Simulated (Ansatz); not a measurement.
# C: the cost of one run

Program: Ansatz 0.2.0. Level of theory: DFT PBE+D3(BJ), scalar-relativistic, plane waves, PAW. These are calculated values, not measurements.

8 further runs of the same task are left out: 8 set aside as unsound or not needed.

### Step 1. Starting point

The structure is monoclinic, space group C2/m (No. 12). Conventional cell: a = 4.271 Å, b = 2.466 Å, c = 17.500 Å, α = 90.00°, β = 90.00°, γ = 90.00°. C (site symmetry m) has 3 C at 1.42 Å as nearest neighbours.

Coordinates:

```cif
data_structure
_symmetry_space_group_name_H-M 'C2/m'
_symmetry_Int_Tables_number 12
_cell_length_a 4.2707
_cell_length_b 2.4657
_cell_length_c 17.5000
_cell_angle_alpha 90.000
_cell_angle_beta 90.000
_cell_angle_gamma 90.000
_cell_volume 184.28
loop_
_atom_site_label
_atom_site_type_symbol
_atom_site_symmetry_multiplicity
_atom_site_Wyckoff_symbol
_atom_site_fract_x
_atom_site_fract_y
_atom_site_fract_z
_atom_site_occupancy
C1 C 4 i 0.75000 0.50000 0.92257 1
C2 C 4 i 0.08333 0.50000 0.92257 1
```

This is the geometry of the first run shown, built on a cell relaxed beforehand with the same method.

### Step 2. The scan

Atoms count from 1 in the order of the input.

The upper layer of a bilayer is slid along a line and lifted, both layers rigid.

- slide of the upper layer along the long diagonal of the hexagonal surface cell, from C3 above C1: 6 values from 0.00 to 3.56 Å, periodic
- distance between the facing planes of atoms: 6 values from 2.71 to 4.51 Å

Nothing else is relaxed. Energies count from the two layers apart. Points are written as (first, second).

### Step 3. Point (2.14 Å, 2.71 Å)

The cell repeats along c, and a dipole correction in the vacuum removes the field between the copies.

Input file input.yaml:

```yaml
crystal:
  lattice:
    - [2.4657005876, 0.0, 0.0]
    - [-1.2328502938, 2.135359347, 0.0]
    - [0.0, 0.0, 17.5]
  atoms:
    - { symbol: C, position: [0.3333333333, 0.6666666667, 0.2571428571] }
    - { symbol: C, position: [0.6666666667, 0.3333333333, 0.2571428571] }
    - { symbol: C, position: [0.8333333333, 0.1666666667, 0.412] }
    - { symbol: C, position: [0.5, 0.5, 0.412] }
basis:
  ecutwfc: 420
kpoints:
  mp_grid: { grid: [15, 15, 1] }
hamiltonian:
  xc: pbe
  pseudopotentials: { kind: paw, azcp: { folder: soft_1 } }
  dispersion: d3bj
scf:
  occupations: { method: gaussian, width: 0.1 }
output:
  forces: true
  eigenvalues: true
efield:
  axis: 3
  dipole_correction: true
  ramp_width: 0.04
```

Launch:

```
$ ansatz run input.yaml --threads 1 --pin off --max-ram 3072MiB --backend cpu --events-out ev --progress --plain --runs-dir out
```

**Question.** How long does this run take on 1 thread of Arm Neoverse N1, shared host, and how much memory does it need?

About 14 s, with a peak of 0.35 GiB.
